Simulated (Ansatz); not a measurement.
BeO (wurtzite, P6_3mc), LDA (plane waves, PAW; program Ansatz). The conduction-band minimum lies at Γ, with 1 equivalent valley. Second derivatives d²E/dk² of the lowest band at one valley (eV·Å²), along Cartesian directions:

```tsv
direction	d²E/dk²
[100]	11.14
[010]	11.14
[001]	13.11
[110]	11.14
[101]	12.13
[011]	12.13
```

Question: Find the principal effective masses, the density-of-states mass and the conductivity mass.

Answer: Off-diagonal terms follow from H_xy = H[110] − (H_xx + H_yy)/2, and m*/mₑ = 7.620 eV·Å² over each eigenvalue: 0.58, 0.68, 0.68. One valley's DOS mass (m₁m₂m₃)^(1/3) = 0.65, conductivity mass 3/(Σ 1/mᵢ) = 0.65 mₑ.

Question: What effective density of states Nc follows at 300 K for parabolic valleys?

Answer: Nc = 2.509e19 × 1 × (0.65)^(3/2) ≈ 1.3e19 cm⁻³.

Question: With the computed static dielectric constant 6.83 (mean of the diagonal), estimate a hydrogenic donor's binding energy and radius.

Answer: E = 13.606 eV × 0.65/6.83² ≈ 190 meV; a = 0.529 Å × ε/m* ≈ 5.6 Å. Semilocal masses tend to be too small where the gap is.

Symmetry was held in the LDA relaxation; phonons on a q-mesh show no instability.

Potentials: the later of the program's two PAW sets.
